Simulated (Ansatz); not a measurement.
# KBr (Fm-3m) in Ansatz: notebook

Aim: see how the results for KBr move with the level of theory and the settings. Levels: LDA, PBE. Tasks: optical spectrum, single point.

All numbers are computed with Ansatz 0.2.0; they aren't measurements. Logs are shortened: lines on timing, memory, paths and dates and some standing lists are left out, and cuts for length are marked.

### 1 The crystal as given

The structure is cubic, space group Fm-3m (No. 225). Conventional cell: a = 6.600 Å, b = 6.600 Å, c = 6.600 Å, α = 90.00°, β = 90.00°, γ = 90.00°. Br (site symmetry m-3m) has 6 K at 3.30 Å as nearest neighbours. K (site symmetry m-3m) is surrounded by 6 Br at 3.30 Å.

### 2 Optical spectrum, LDA, spin-orbit coupling, no magnetisation

input.yaml

```yaml
crystal:
  lattice: { a: 6.6, b: 6.6, c: 6.6, alpha: 90.0, beta: 90.0, gamma: 90.0 }
  space_group: 225
  setting: { hermann_mauguin: Fm-3m }
  reduce_to_primitive: true
  atoms:
    - { symbol: Br, position: [0.5, 0.0, 0.0] }
    - { symbol: K, position: [0.0, 0.0, 0.0] }
kpoints:
  mp_grid: { grid: [5, 5, 5] }
scf:
  occupations: { method: fixed }
hamiltonian:
  xc: lda
  pseudopotentials: { kind: all_electron, lapw: { basis_error: 0.001 } }
magnetization:
  noncollinear: true
  spin_orbit: true
output:
  eigenvalues: true
  optics:
    e_range: [0, 10]
    de: 0.1
    sigma: 0.2
    nscf_kmesh: { grid: [7, 7, 7] }
```

Potentials or basis: all-electron LAPW, relativistic spinors.

The run is started by

```bash
> ansatz run input.yaml --threads 1 --pin off --max-ram 2560MiB --backend cpu --events-out ev --progress --plain --runs-dir out
```

Standard output:

```text
Warning: RAYON_NUM_THREADS=1 ignored (pool sized by the plan → 1); use --threads N
crystal.space_group: 225 is read as Fm-3m: the typed cell holds Br4K4 (Br 4b, K 4a). Least distances (Å): Br–Br 4.667, Br–K 3.300, K–K 4.667
crystal.space_group generates its sites in this order, which a site index counts, at these fractional coordinates of the primitive cell where crystal.reduce_to_primitive is true, and else of the cell that is read (crystal.supercell repeats the list replica by replica, and crystal.defects acts on that): 0: Br [0.500000, 0.500000, 0.500000]; 1: K [0.000000, 0.000000, 0.000000];
LAPW: plane waves up to 5.794 Å⁻¹, error target 1.0e-3 eV per atom; Dirac's equation on spinors; K in spheres of 1.659 Å, 9 of its electrons in bands; Br in spheres of 1.641 Å, 25 of its electrons in bands (how accurate: hamiltonian.pseudopotentials.lapw.basis_error, Limitations)
Engine: ansatz 0.2.0, aarch64-unknown-linux-gnu
Pseudopotentials: kind: all_electron
Pseudopotential: Br, LAPW, valence charge 25, lapw/all_electron/dirac/gaussian/Br, Dirac's equation, gaussian nucleus
Pseudopotential: K, LAPW, valence charge 9, lapw/all_electron/dirac/gaussian/K, Dirac's equation, gaussian nucleus
Functional definition: SPW92
  exchange = slater_x
  correlation = pw_c
davidson cushion auto → on  (no smearing: the cushion is to keep the highest requested band from converging to the state above it; pin scf.eigensolver.cushion to override)
non-collinear run that drives no moment, with spin-orbit: no starting moment large enough to seed its density (crystal.atoms[].spin), no starting occupations that ask for one, no magnetisation constraint and no magnetic field, so the semilocal B_xc is pinned to zero
Crystal: 2 atoms, lattice volume = 71.874 Å³
Basis set: ecut = 127.90769106363008 eV, 259 PW (Γ), exchange–correlation at level 2
Bands: 42, of which v1, the nominal top of the filled ones, is band 34 counted from 1 (33 counted from 0)
Symmetry: 48 space group operations + 48 with time reversal
Magnetic group: BNS 225.117 (UNI 1619), of the structure as read, at distance tolerance 4.2e-5 Å
k-points: 10 of 125
Non-local potential: Br, projectors of the file, none
Non-local potential: K, projectors of the file, none
Initial density: superposition of atomic densities (chi_scale 0.1, normalization cell, long waves kept (reshape's long-wave potential 0.00 eV rms))
Initial wavefunctions: plane waves of lowest kinetic energy (no species holds an atomic orbital)
Functional: x = slater, c = lda
iter 1 solved again at ethr=9.98e-4 eV; its pass at ethr=1.00e-1 eV (dr2=3.39e-1 eV) is discarded
SCF iter   1: F=—  HF=-87187.754966 eV  |F-HF|=—  |Δ(HF+E_count)|=         —  Δρ=1.34e-2  dr2=3.39e-1  dr2_m=0.00e0 (ungated)  ethr=9.98e-4  |M|=0.00e0 ∫|m|=0.00e0 μB  β_m=0.30  ⟨swp⟩=2.3  Hψ=2659  notcnv=0
preconditioner: auto → none  [insulator: Δε(μ)=4.489 eV  Ē_g=14.621 eV  n_scr=14 (ndim 8)  ℏωp=16.4 eV  f_vac=0.115  ε∞_Penn≈2.3]
SCF iter   2: F=—  HF=-87187.594802 eV  |F-HF|=—  |Δ(HF+E_count)|=   1.60e-1  Δρ=7.00e-3  dr2=9.23e-2  dr2_m=0.00e0 (ungated)  ethr=9.97e-4  |M|=0.00e0 ∫|m|=0.00e0 μB  β_m=0.41  ⟨swp⟩=2.5  Hψ=1381  notcnv=0
iter 3 solved again at ethr=1.88e-5 eV; its pass at ethr=2.71e-4 eV (dr2=6.41e-3 eV) is discarded
SCF iter   3: F=—  HF=-87187.569895 eV  |F-HF|=—  |Δ(HF+E_count)|=   2.49e-2  Δρ=1.92e-3  dr2=6.41e-3  dr2_m=0.00e0 (ungated)  ethr=1.88e-5  |M|=0.00e0 ∫|m|=0.00e0 μB  β_m=0.54  ⟨swp⟩=2.0  Hψ=2308  notcnv=0
SCF iter   4: F=—  HF=-87187.570498 eV  |F-HF|=—  |Δ(HF+E_count)|=   6.03e-4  Δρ=3.21e-4  dr2=1.60e-4  dr2_m=0.00e0 (ungated)  ethr=1.88e-5  |M|=0.00e0 ∫|m|=0.00e0 μB  β_m=0.57  ⟨swp⟩=3.0  Hψ=1440  notcnv=0
SCF iter   5: F=—  HF=-87187.570576 eV  |F-HF|=—  |Δ(HF+E_count)|=   7.74e-5  Δρ=3.82e-5  dr2=1.66e-6  dr2_m=0.00e0 (ungated)  ethr=4.72e-7  |M|=0.00e0 ∫|m|=0.00e0 μB  β_m=0.69  ⟨swp⟩=3.1  Hψ=1452  notcnv=0
SCF iter   6: F=—  HF=-87187.570578 eV  |F-HF|=—  |Δ(HF+E_count)|=   1.94e-6  Δρ=4.58e-6  dr2=1.76e-8  dr2_m=0.00e0 (ungated)  ethr=4.89e-9  |M|=0.00e0 ∫|m|=0.00e0 μB  β_m=0.67  ⟨swp⟩=3.8  Hψ=1501  notcnv=0
SCF iter   7: F=—  HF=-87187.570578 eV  |F-HF|=—  |Δ(HF+E_count)|=   2.53e-8  Δρ=6.24e-7  dr2=4.55e-10  dr2_m=0.00e0 (ungated)  ethr=5.19e-11  |M|=0.00e0 ∫|m|=0.00e0 μB  β_m=0.77  ⟨swp⟩=3.7  Hψ=1538  notcnv=0
SCF iter   8: F=—  HF=-87187.570578 eV  |F-HF|=—  |Δ(HF+E_count)|=  6.55e-10  Δρ=1.18e-7  dr2=2.23e-11  dr2_m=0.00e0 (ungated)  ethr=7.30e-12 (applied; sched 1.34e-12)  |M|=0.00e0 ∫|m|=0.00e0 μB  β_m=0.83  ⟨swp⟩=3.0  Hψ=1438  notcnv=0
SCF iter   9: F=-87187.570578 eV  HF=-87187.570578 eV  |F-HF|=5.82e-11  |Δ(HF+E_count)|=  1.16e-10  Δρ=1.14e-8  dr2=1.74e-13  dr2_m=0.00e0 (ungated)  ethr=6.89e-12 (applied; sched 1.00e-12)  |M|=0.00e0 ∫|m|=0.00e0 μB  ⟨swp⟩=2.0  Hψ=1370  notcnv=0
SCF 1 converged in 9 iterations: F = -87187.570578 eV  dr2 = 1.74e-13
NSCF: frozen V_eff on 20 k-points
the basis was enlarged: its passes take 55.1 MiB over the memory plan, 1 of 1 planned eigensolver slots
SCF converged after 9 iterations
Magnetization: |M| = 0.0000 μB,  M = (+0.0000, +0.0000, +0.0000) μB
Absolute magnetization: 0.0000 μB (∫|m|)
  site 0: m = (+0.0000, +0.0000, +0.0000) μB, |m| = 0.0000 μB  (R = 1.64 Å)
  site 1: m = (+0.0000, +0.0000, +0.0000) μB, |m| = 0.0000 μB  (R = 1.66 Å)
Free energy (F): -87187.570578 eV
Harris-Foulkes:  -87187.570578 eV  (|F-HF|=5.82e-11)
Internal energy: -87187.570578 eV  (E = F + TS)
E sigma→0 (E₀):  -87187.570578 eV
Fermi energy:    2.021501 eV
--- Per-component energies (eV) ---
  E_band       = -2114.277991
  E_kinetic    = 89061.598321
  E_xc         = -3289.259508
  E_electrostatic = -172959.909391  (all electrons and nuclei)
  E_smearing   = -0.000000  (= −TS)
  E_closure    = 0.000000  (closes the sum)
  E_atoms      = -87180.769915  (free atoms, spherical and without spin; not in F)
  Σ components = -87187.570578   (vs F -87187.570578, Δ=0.00e0)
  Basis errors (estimates in eV, not in F): energy 3.4e-4 per atom: plane waves 3.3e-4 (1.8e-4 summed), levels above the bands 0.0e0, relativity 8.5e-10, radial functions 1.2e-5, core shells 1.7e-7; eigenvalues (radial functions only) 3.1e-6; not estimated: angular momenta, meshes, grids; target (lapw.basis_error) 1.0e-3; muffin-tin radii K 1.659 Å, Br 1.641 Å
--- Band table (eV; the first three rows and the last of 10) ---
  k-point 0: bands = ["-226.6031", "-226.6031", "-167.2815", "-167.2815", "-160.4382", "-160.4382", "-160.4382", "-160.4382", "-57.1383", "-57.1383", "-57.1383", "-57.1383", "-56.0521", "-56.0521", "-56.0521", "-56.0521", "-56.0514", "-56.0514", "-25.5987", "-25.5987", "-10.5077", "-10.5077", "-9.4531", "-9.4531", "-9.1827", "-9.1827", "-9.1827", "-9.1827", "1.5099", "1.5099", "2.0215", "2.0215", "2.0215", "2.0215", "5.8871", "5.8871", "9.2102", "9.2102", "9.2102", "9.2102", "9.2156", "9.2156"]
  k-point 1: bands = ["-226.6031", "-226.6031", "-167.2815", "-167.2815", "-160.4382", "-160.4382", "-160.4382", "-160.4382", "-57.1383", "-57.1383", "-57.1383", "-57.1383", "-56.0521", "-56.0521", "-56.0521", "-56.0521", "-56.0514", "-56.0514", "-25.5965", "-25.5965", "-10.5662", "-10.5662", "-9.4287", "-9.4287", "-9.1849", "-9.1849", "-9.1273", "-9.1273", "1.1938", "1.1938", "1.6874", "1.6874", "1.8874", "1.8874", "6.8093", "6.8093", "9.0337", "9.0337", "9.6753", "9.6753", "9.6753", "9.6753"]
  k-point 2: bands = ["-226.6031", "-226.6031", "-167.2815", "-167.2815", "-160.4382", "-160.4382", "-160.4382", "-160.4382", "-57.1383", "-57.1383", "-57.1383", "-57.1383", "-56.0521", "-56.0521", "-56.0521", "-56.0521", "-56.0514", "-56.0514", "-25.5930", "-25.5930", "-10.6484", "-10.6484", "-9.4087", "-9.4087", "-9.1885", "-9.1885", "-9.0296", "-9.0296", "0.6426", "0.6426", "1.4249", "1.4249", "1.6880", "1.6880", "7.9609", "7.9609", "9.5534", "9.5534", "10.8479", "10.8479", "10.8559", "10.8559"]
  k-point 9: bands = ["-226.6031", "-226.6031", "-167.2815", "-167.2815", "-160.4382", "-160.4382", "-160.4382", "-160.4382", "-57.1383", "-57.1383", "-57.1383", "-57.1383", "-56.0521", "-56.0521", "-56.0521", "-56.0521", "-56.0514", "-56.0514", "-25.5910", "-25.5910", "-10.5216", "-10.5216", "-9.4644", "-9.4644", "-9.2361", "-9.2361", "-9.1307", "-9.1307", "0.8967", "0.8967", "1.3447", "1.3447", "1.5336", "1.5336", "8.5337", "8.5337", "9.0996", "9.0996", "9.9702", "9.9702", "11.0135", "11.0135"]
```

Run time: 2.2 min. Hardware: 1 thread of Arm Neoverse V2, shared host; peak memory 0.43 GiB.

What came out:

- Free energy: -87187.5706 eV
- Band gap on the k mesh: 3.87 eV, direct

Dielectric function (mean over the directions given):
| energy (eV) | real part | imaginary part |
| --- | --- | --- |
| 0.30 | 2.96 | 0.00 |
| 0.50 | 2.96 | 0.00 |
| 0.70 | 2.97 | 0.00 |
| 1.00 | 2.99 | 0.00 |
| 1.20 | 3.00 | 0.00 |
| 1.50 | 3.03 | 0.00 |
| 1.70 | 3.05 | 0.00 |
| 2.00 | 3.10 | 0.00 |
| 2.20 | 3.13 | 0.00 |
| 2.50 | 3.19 | 0.00 |
| 2.70 | 3.24 | 0.00 |
| 3.00 | 3.33 | 0.00 |
| 3.20 | 3.41 | 0.00 |
| 3.50 | 3.57 | 0.01 |
| 3.70 | 3.72 | 0.08 |
| 4.00 | 3.81 | 0.10 |
| 4.20 | 4.20 | 0.13 |
| 4.50 | 4.23 | 1.02 |
| 4.70 | 3.70 | 0.81 |
| 5.00 | 4.42 | 0.45 |
| 5.20 | 4.73 | 0.88 |
| 5.50 | 4.82 | 1.65 |
| 5.70 | 4.55 | 1.76 |
| 6.00 | 5.18 | 1.72 |
| 6.20 | 5.84 | 2.90 |
| 6.50 | 4.49 | 4.68 |
| 6.70 | 3.27 | 5.16 |
| 7.00 | 1.56 | 4.63 |
| 7.20 | 0.87 | 3.19 |
| 7.50 | 2.01 | 2.98 |
| 7.70 | 1.21 | 3.12 |
| 8.00 | 1.76 | 1.49 |
| 8.20 | 2.86 | 2.03 |
| 8.50 | 2.86 | 3.30 |
| 8.70 | 2.37 | 3.80 |
| 9.00 | 1.29 | 4.21 |
| 9.20 | 1.02 | 4.10 |
| 9.50 | -0.27 | 3.85 |
| 9.70 | -0.56 | 3.08 |
| 10.00 | -0.46 | 2.63 |

Caveat: local fields are left out; spectra need much finer meshes, so this one isn't converged; independent-particle spectra lack excitons.

[end of part 1 of 2]
